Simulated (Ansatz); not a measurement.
SnSe under changes of volume

One of the cells (27.271 Å³/atom); the others are scaled copies at fixed shape and fractional positions:

```
Sn Se
1.0
     0.00000    3.01000    3.01000
     3.01000    0.00000    3.01000
     3.01000    3.01000    0.00000
Sn Se
1 1
Cartesian
  0.0000 0.0000 0.0000
  3.0100 3.0100 3.0100
```

Measurements of this composition are mostly on another form, of space group No. 62.

```yaml
Program: Ansatz 0.2.0
Functional: PBE
Potentials_or_basis: all-electron LAPW, scalar-relativistic
Cutoff: 207 eV (chosen from the basis error)
Basis_error_allowed: 0.0005 eV/atom
k_mesh: 8 × 8 × 8
Occupations: fermi-dirac, width 0.05 eV
Spin: no spin polarisation
```

| volume (Å³/atom) | energy over the lowest point (meV/atom) | pressure (GPa) | gap on the mesh (eV) |
| --- | --- | --- | --- |
| 25.635 | 28.76 | 4.6 | 0.76 |
| 26.180 | 15.35 | 3.3 | 0.73 |
| 26.725 | 6.37 | 2.0 | 0.67 |
| 27.271 | 1.39 | 0.9 | 0.58 |
| 27.816 | 0.00 | -0.1 | 0.50 |
| 28.362 | 1.85 | -1.0 | 0.42 |
| 28.907 | ? | ? | ? |

Problem. What does the run at 28.907 Å³/atom give?

Solution. Energy over the lowest point 6.61 meV/atom; pressure -1.8 GPa; gap on the mesh 0.34 eV.

Worked out: A Birch-Murnaghan fit of order 3 (a polynomial in V^(-2/3)) to the other rows has its minimum at 27.77 Å³/atom with B0 = V·E''(V) = 49 GPa and B' = 4.4. It gives 6.60 meV/atom at 28.907 Å³/atom, against the run's 6.61, and -dE/dV = -1.8 GPa, against -1.8. A parabola through the other rows of the gap, of slope -5.77 eV per unit of ln V there, extrapolates to 0.31 eV, against the run's 0.34.

Energies are extrapolated to zero smearing.

Caveats: spin-orbit coupling is left out, which moves the levels of the heavy elements.

A mesh can miss the band edges.
